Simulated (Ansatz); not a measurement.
Reactions of C₂H₅OSb, SMILES `C[CH]1[O][SbH]1`.

Computed with Ansatz on PBE0-D4/def2-TZVP structures; ΔE is electronic, products minus reactants. CCSD(T)/CBS is the MP2 limit (def2-TZVPP, def2-QZVPP) plus CCSD(T) − MP2 in def2-TZVPP, frozen cores. This one scheme is used for every species, atoms too. For atomizations the MP2-based limit and the directly extrapolated one differ by several kJ/mol either way, and by 10 to 25 for some Ge, Se and Sn compounds, so smaller differences from it don't rank the levels. Open shells (•) are unrestricted, without spin–orbit coupling. Spin–orbit coupling would lower the free atoms: a little for C, O. Elements past krypton have def2 core potentials. Bonds to Sb are less sure, by a few kJ/mol each and by 10 to 20 or more in all where they break to atoms, as the def2 sets lack core-valence functions. One conformer a species, not always the lowest.

Question: Order these by ΔE at CCSD(T)/CBS, lowest first. (Best estimate.)
A. `C[CH]1[O][SbH]1` → `[CH2]` (triplet) + `[CH2]1[O][SbH]1`
B. `C[CH]1[O][SbH]1` → 2 C• + 5 H• + O• + Sb•
C. `C[CH]1[O][SbH]1` + `N=C(N)O` → `CNC(=N)O` + `[CH2]1[O][SbH]1`
D. `C[CH]1[O][SbH]1` + H₂ → `[CH2]1[O][SbH]1` + CH₄
E. `C[CH]1[O][SbH]1` + `C[SiH2]SS` → `C[SiH2]SSC` + `[CH2]1[O][SbH]1`

Answer: D (-48.2 kJ/mol), E (+13.8 kJ/mol), C (+43.9 kJ/mol), A (+454.9 kJ/mol), B (+3161.8 kJ/mol).

Largest T1 diagnostic: 0.016, for `[CH2]1[O][SbH]1`.
